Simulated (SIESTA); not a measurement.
Runs of SIESTA 5.4.2 on WSe4. The cell holds a slab with vacuum, 5 atoms: a = 3.318 Å, b = 3.318 Å, c = 44.992 Å, α = 90.00°, β = 90.00°, γ = 120.00°. 

```csv
potentials or basis,gap on the mesh (eV),largest force (eV/Å),work function (eV)
"PseudoDojo 0.4 standard (PBE files), DZP (energy shift 0.003 Ry; two zetas on semicore shells)",none,1.19,(c)
"PseudoDojo 0.4 standard (PBE files), DZDP (energy shift 0.003 Ry; two zetas on semicore shells)",none,1.05,5.90
"PseudoDojo 0.4 standard (PBE files), TZP (energy shift 0.003 Ry; two zetas on semicore shells)",none,0.98,5.91
"PseudoDojo 0.4 standard (PBE files), TZDP (energy shift 0.003 Ry; two zetas on semicore shells)",none,(a),5.87
"PseudoDojo 0.4 standard (PBE files), DZ (energy shift 0.003 Ry; two zetas on semicore shells)",none,1.32,6.17
"PseudoDojo 0.4 standard (PBE files), SZ (energy shift 0.003 Ry)",none,(b),6.07
"PseudoDojo 0.4 standard (PBE files), SZP (energy shift 0.003 Ry)",none,1.69,6.00
```

Alike in all rows: task single point; level PBE; no spin polarisation; cell as given; k mesh 9 × 9 × 1; smearing fermi-dirac 0.05 eV; grid cutoff 800 Ry; energy shift 0.003 Ry.

**Question.** Estimate the missing entries.

**Answer.** (a) 0.92; (b) 2.00; (c) 5.96.

Caveats: the basis of atomic orbitals isn't converged, which shifts pressures, moduli and gaps; the basis has no polarisation orbitals (some runs).

A k mesh can miss the band edges, and the runs leave out spin-orbit coupling on Se, W.

A gap of «none» marks a metal or a gap under the smearing width.
